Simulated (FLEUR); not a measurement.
AgCl (Chlorargyrite):

```
Ag Cl
1.0
     0.00000    2.73500    2.73500
     2.73500    0.00000    2.73500
     2.73500    2.73500    0.00000
Ag Cl
1 1
Direct
  0.00000 0.00000 0.00000
  0.50000 0.50000 0.50000
```

Base run:

| Quantity | Value |
| --- | --- |
| Program | FLEUR MaX-R8.1 (later development tree) |
| Functional | LDA |
| Potentials or basis | all-electron |
| Basis | FLAPW |
| Kmax | 4.78 1/bohr |
| k mesh | 8 × 8 × 8 |
| Occupations | fermi-dirac, width 0.05 eV |
| Spin | no spin polarisation |

Its results: band gap on the k mesh 0.62 eV, indirect (least direct gap 3.09 eV).

Q: The run is repeated on the same cell with these changes: functional from LDA to AM05. What comes out?

A: Band gap on the k mesh 0.85 eV, indirect (least direct gap 3.29 eV).

Not every run made on this cell is shown here.
